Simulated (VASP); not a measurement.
**SnS2 (Berndtite-2T): band structure with TB-mBJ**

Crystal: SnS2 (Berndtite-2T).

```
Sn S
1.0
     3.66709    0.00000    0.00000
    -1.83354    3.17579    0.00000
     0.00000    0.00000    5.81104
Sn S
1 2
Direct
  0.00000 0.00000 0.00000
  0.33333 0.66667 0.25435
  0.66667 0.33333 0.74565
```

```
Program                : VASP 6.6.1
Task                   : band structure
Functional             : TB-mBJ
Potentials or basis    : VASP PAW PBE potentials, release 64 (Sn_d, S)
Cutoff                 : 520 eV
k mesh                 : 9 × 9 × 5
Occupations            : gaussian, width 0.03 eV
Spin                   : no spin polarisation
Further INCAR settings : ALGO = Normal; EDIFF = 1e-06
```

```yaml
Band_gap_on_the_k_mesh: 2.07 eV, indirect (least direct gap 2.55 eV)
Band_gap_along_the_path: 2.07 eV, indirect (least direct gap 2.55 eV)
```

Levels at the corners of the path, in eV from the valence-band top:
```
point  band 11  band 12  band 13  band 14  band 15  band 16
    Γ    -0.49    -0.49    -0.01     2.55     4.49     6.14
    M    -2.51    -0.95    -0.37     2.30     5.26     6.73
    M    -2.51    -0.95    -0.37     2.30     5.26     6.73
    K    -3.04    -1.37    -1.37     2.56     7.55     7.55
    K    -3.04    -1.37    -1.37     2.56     7.55     7.55
    Γ    -0.49    -0.49    -0.01     2.55     4.49     6.14
    Γ    -0.49    -0.49    -0.01     2.55     4.49     6.14
    A    -0.87    -0.34    -0.34     3.57     4.59     5.85
    A    -0.87    -0.34    -0.34     3.57     4.59     5.85
    L    -1.65    -0.74    -0.73     2.12     5.45     6.36
    L    -1.65    -0.74    -0.73     2.12     5.45     6.36
    H    -3.40    -0.35    -0.35     3.50     6.11     6.11
    H    -3.40    -0.35    -0.35     3.50     6.11     6.11
    A    -0.87    -0.34    -0.34     3.57     4.59     5.85
    L    -1.65    -0.74    -0.73     2.12     5.45     6.36
    M    -2.51    -0.95    -0.37     2.30     5.26     6.73
    K    -3.04    -1.37    -1.37     2.56     7.55     7.55
    H    -3.40    -0.35    -0.35     3.50     6.11     6.11
```

Run time: 2.5 min on 2 MPI ranks on Intel(R) Xeon(R) 6975P-C (Granite Rapids), with other jobs on the host, peak memory 0.25 GiB a rank.

Caveat: spin-orbit coupling is left out, which moves the levels of the heavy elements.
